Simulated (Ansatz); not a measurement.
BN in Ansatz: the effect of exact exchange

BN:

```xyz
4
Lattice="2.4982 0.0000 0.0000 -1.2491 2.1635 0.0000 0.0000 0.0000 6.6357" Properties=species:S:1:pos:R:3 pbc="T T T"
N     1.2491    0.7212    1.6589
N     0.0000    1.4424    4.9768
B     1.2491    0.7212    4.9768
B     0.0000    1.4424    1.6589
```

Alike in all runs:

* Program: Ansatz 0.2.0
* Task: single point
* Functional: HSE06 form with a typed share of exact exchange
* Potentials or basis: Ansatz PAW
* Cutoff: 420 eV (not typed: the program's choice for these potentials)
* k mesh: 6 × 6 × 2
* Occupations: fermi-dirac, width 0.05 eV
* Spin: no spin polarisation

```csv
exact exchange,gap on the mesh (eV),pressure (GPa)
0.25,5.63,0.0
0.3,5.91,-0.9
0.4,?,?
0.5,7.05,-4.6
```

Task: What does the run with exact exchange 0.4 give?

Result: gap on the mesh 6.47 eV; pressure -2.8 GPa.

Worked out: A straight line through the other rows of the gap on the mesh, of slope 5.69 eV per unit of exact exchange, gives 6.48 eV, against the run's 6.47. A straight line through the other rows of the pressure, of slope -18.4 GPa per unit of exact exchange, gives -2.8 GPa, against the run's -2.8.

Caveats: all runs use coarse meshes; the PAW data sets come from PBE, with cores solved anew for the run's functional, which leaves a small shift of forces and pressure; the thresholds are loose for stress.

A k mesh can miss the band edges.
